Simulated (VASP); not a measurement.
# ZnS in VASP 6.6.1, single-point calculation

INCAR

```
LDAUJ = 0 0
NSW = 0
EDIFF = 1E-7
ISMEAR = -1
ENCUT = 520
LREAL = .FALSE.
LWAVE = .FALSE.
LDAUTYPE = 2
LDAUU = 2.0 0
NELM = 68
LDAUL = 2 -1
ISIF = 2
GGA = PE
LASPH = .TRUE.
LMAXMIX = 4
SIGMA = 0.02
NBANDS = 16
LDAU = .TRUE.
LCHARG = .FALSE.
PREC = Accurate
IBRION = -1
```

KPOINTS

```
KPOINTS created by Atomic Simulation Environment
0
Gamma
8 8 8
0 0 0
```

POSCAR

```
Zn S
 1.0000000000000000
     0.0000000000000000    2.6940858314999998    2.7749084064999998
     2.6940858314999998    0.0000000000000000    2.7749084064999998
     2.6940858314999998    2.6940858314999998    0.0000000000000000
 Zn  S
   1   1
Cartesian
  0.0000000000000000  0.0000000000000000  0.0000000000000000
  1.3470429157499999  1.3470429157499999  1.3874542032499997
```

The recommended PBE PAW datasets give the neutral cell 18 valence electrons.

Command

```
mpirun -np 1 vasp_std
```

OSZICAR

```
N       E                     dE             d eps       ncg     rms          rms(c)
DAV:   1     0.886423788311E+02    0.88642E+02   -0.89501E+03  1888   0.135E+03
DAV:   2    -0.120998630320E+01   -0.89852E+02   -0.84666E+02  2192   0.258E+02
DAV:   3    -0.702046738933E+01   -0.58105E+01   -0.57916E+01  2336   0.651E+01
DAV:   4    -0.707738847138E+01   -0.56921E-01   -0.56911E-01  2416   0.679E+00
DAV:   5    -0.707801780102E+01   -0.62933E-03   -0.62932E-03  2344   0.646E-01    0.700E+00
DAV:   6    -0.670495003572E+01    0.37307E+00   -0.64637E-01  2912   0.242E+01    0.531E+00
DAV:   7    -0.668493144798E+01    0.20019E-01   -0.19738E-01  2296   0.368E+00    0.257E+00
DAV:   8    -0.668517789886E+01   -0.24645E-03   -0.46964E-03  2216   0.660E-01    0.602E-01
DAV:   9    -0.668549804560E+01   -0.32015E-03   -0.10883E-03  2344   0.257E-01    0.920E-02
DAV:  10    -0.668564999811E+01   -0.15195E-03   -0.15008E-04  2392   0.149E-01    0.421E-02
DAV:  11    -0.668565407951E+01   -0.40814E-05   -0.37321E-05  2376   0.998E-02    0.798E-03
DAV:  12    -0.668565510842E+01   -0.10289E-05   -0.26843E-06  2424   0.186E-02    0.229E-03
DAV:  13    -0.668565536775E+01   -0.25933E-06   -0.66364E-07  2328   0.634E-03    0.124E-03
DAV:  14    -0.668565535409E+01    0.13656E-07   -0.46944E-08  1888   0.338E-03
   1 F= -.66856554E+01 E0= -.66856554E+01  d E =-.347499E-12
```

From OUTCAR

```
k-points           NKPTS =     59   k-points in BZ     NKDIM =     59   number of bands    NBANDS=     16

   NELECT =      18.0000    total number of electrons

   dimension x,y,z NGX =    30 NGY =   30 NGZ =   28
   dimension x,y,z NGXF=    60 NGYF=   60 NGZF=   56

  energy-cutoff  :      520.00
  volume of cell :       40.28
      direct lattice vectors                 reciprocal lattice vectors
     0.000000000  2.694085831  2.774908406    -0.185591711  0.185591711  0.180186128
     2.694085831  0.000000000  2.774908406     0.185591711 -0.185591711  0.180186128
     2.694085831  2.694085831  0.000000000     0.185591711  0.185591711 -0.180186128

 k-points in reciprocal lattice and weights: KPOINTS created by Atomic Simulation Env
   0.00000000  0.00000000  0.00000000       0.002
   0.12500000  0.00000000  0.00000000       0.016
   0.25000000  0.00000000  0.00000000       0.016
   0.37500000  0.00000000  0.00000000       0.016
   0.50000000  0.00000000  0.00000000       0.008
   0.12500000  0.12500000  0.00000000       0.004
   0.25000000  0.12500000  0.00000000       0.016
   0.37500000  0.12500000  0.00000000       0.016
   ...

 E-fermi :   2.3040

 k-point     1 :       0.0000    0.0000    0.0000
  band No.  band energies     occupation
      1     -11.0738      2.00000
      2      -5.0923      2.00000
      3      -5.0778      2.00000
      4      -5.0778      2.00000
      5      -4.6569      2.00000
      6      -4.6508      2.00000
      7       1.7348      2.00000
      8       1.8416      2.00000
      9       1.8416      2.00000
     10       3.9573      0.00000
     11       8.3530      0.00000
     12       8.3549      0.00000
     13       8.3549      0.00000
     14      13.2278      0.00000
     15      13.7062      0.00000
     16      13.7601      0.00000

 k-point     2 :       0.1250    0.0000    0.0000
  band No.  band energies     occupation
      1     -10.9641      2.00000
      2      -5.0751      2.00000
      3      -5.0613      2.00000
      4      -5.0591      2.00000
      5      -4.6573      2.00000
      6      -4.6531      2.00000
      7       0.7129      2.00000
      8       1.6287      2.00000
      9       1.7142      2.00000
     10       4.7750      0.00000
     11       8.2209      0.00000
     12       8.5967      0.00000
     13       8.6075      0.00000
     14      12.7299      0.00000
     15      13.1343      0.00000
     16      14.4814      0.00000

 k-point     3 :       0.2500    0.0000    0.0000
  band No.  band energies     occupation
      1     -10.6799      2.00000
      2      -5.0314      2.00000
      3      -5.0173      2.00000
      4      -4.9794      2.00000
      5      -4.6534      2.00000
      6      -4.6521      2.00000
      7      -0.9797      2.00000
      8       1.3145      2.00000
      9       1.4355      2.00000
     10       5.3442      0.00000
     11       8.7161      0.00000
     12       8.9684      0.00000
     13       9.0056      0.00000
     14      12.6699      0.00000
     15      12.8347      0.00000
     16      14.0654      0.00000

 ...

  Total        0.0326993      0.0326993     -0.2913180      0.0000000      0.0000000     -0.0000000
  in kB        1.3006110      1.3006110    -11.5871430      0.0000000      0.0000000     -0.0000000
  external PRESSURE =      -2.9953070 kB  Pullay stress =       0.0000000 kB

 POSITION                                       TOTAL-FORCE (eV/Angst)
 -----------------------------------------------------------------------------------
      0.00000      0.00000      0.00000        -0.000000     -0.000000      0.000000
      1.34704      1.34704      1.38745         0.000000      0.000000     -0.000000
 -----------------------------------------------------------------------------------
    total drift:                                0.000006      0.000006      0.000016

  FREE ENERGIE OF THE ION-ELECTRON SYSTEM (eV)
  ---------------------------------------------------
  free  energy   TOTEN  =        -6.6856553541 eV

  energy  without entropy=       -6.6856553541  energy(sigma->0) =       -6.68565535
```

It converged. Results: gap between bands v and c on the k mesh 2.12 eV; least direct gap on the k mesh 2.12 eV; pressure -0.3 GPa. Band v is the last that the valence electrons fill when counted band by band, and c is the next.

For comparison, a separate PBE run of the intended cell, on usual settings and not on those above, gives a gap of 1.99 eV on its mesh and a pressure of 0.2 GPa.

The run above took about 34 s on one core of a shared host (Intel Xeon Platinum 8488C) and held 0.18 GiB at most.
